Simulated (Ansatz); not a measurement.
TiSi2:

```
CELL_PARAMETERS angstrom
0.00000 4.11752 4.26290
2.38951 0.00000 4.26290
2.38951 4.11752 0.00000
ATOMIC_POSITIONS crystal
Ti 0.75000 0.75000 0.75000
Ti 0.50000 0.50000 0.50000
Si 0.41257 0.08743 0.41257
Si 0.08743 0.41257 0.08743
Si 0.16257 0.83743 0.16257
Si 0.83743 0.16257 0.83743
```

The cell is a database's computed one.

Program: Ansatz 0.2.0. Alike in all runs: potentials or basis Ansatz PAW; no spin polarisation; cell as given; cutoff (eV) 420.

Q: Order these runs on this cell by their pressure, lowest first.
A. level PBEsol; k mesh 6 × 6 × 6; smearing fermi-dirac 0.05 eV
B. level PBE+U; U Ti d U = 6 eV; k mesh 7 × 7 × 7; smearing fermi-dirac 0.05 eV; points for each segment of the path 14; hubbard projectors ortho-atomic (the default); double counting fll (the default)
C. level PBE+U; U Ti d U = 3 eV; k mesh 7 × 7 × 7; smearing fermi-dirac 0.05 eV; points for each segment of the path 14; hubbard projectors ortho-atomic (the default); double counting fll (the default)
D. level PBE+U; U Ti d U = 8 eV; k mesh 7 × 7 × 7; smearing fermi-dirac 0.05 eV; points for each segment of the path 14; hubbard projectors ortho-atomic (the default); double counting fll (the default)
E. level PBE; k mesh 7 × 7 × 7; smearing gaussian 0.013 eV

A: A (-2.0 GPa), E (2.1 GPa), C (4.5 GPa), B (7.6 GPa), D (11.5 GPa).

Caveats: U without spin polarisation on a metal has little footing (some runs); the U is typed as a test and isn't derived for this compound (some runs); the PAW data sets come from PBE, with cores solved anew for the run's functional, which leaves a small shift of forces and pressure (some runs); the density of states is complete only up to the lowest level of the last band computed (some runs).

Not every run made on this cell is shown here.
